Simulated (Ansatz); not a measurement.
V in several cubic structure types, each at its own equilibrium volume.

Level of theory: PBE, plane waves, PAW datasets (generated soft set 1) in Ansatz 0.2.0 development build.

Settings: cutoff 420 eV; no spin polarisation; Fermi–Dirac smearing of 0.0612 eV; k-meshes 51³ (bcc), 35³ (diamond), 49³ (fcc), 44³ (simple cubic).

Rank the structures by energy per atom, lowest first.
A. simple cubic
B. fcc
C. diamond
D. bcc

D (0.0 meV/atom), B (243 meV/atom), A (851 meV/atom), C (2392 meV/atom).

Give the equilibrium volume and bulk modulus of each.


```tsv
structure	V₀ (Å³/atom)	B₀ (GPa)
bcc	13.47	182
diamond	18.61	64
fcc	13.90	177
simple cubic	14.69	137
```

Only these cubic types are compared here; the real ground state can be another structure or magnetic.

Model structures, not the usual forms at ambient conditions (metastable or hypothetical): V (diamond type), V (fcc type), V (simple cubic type).
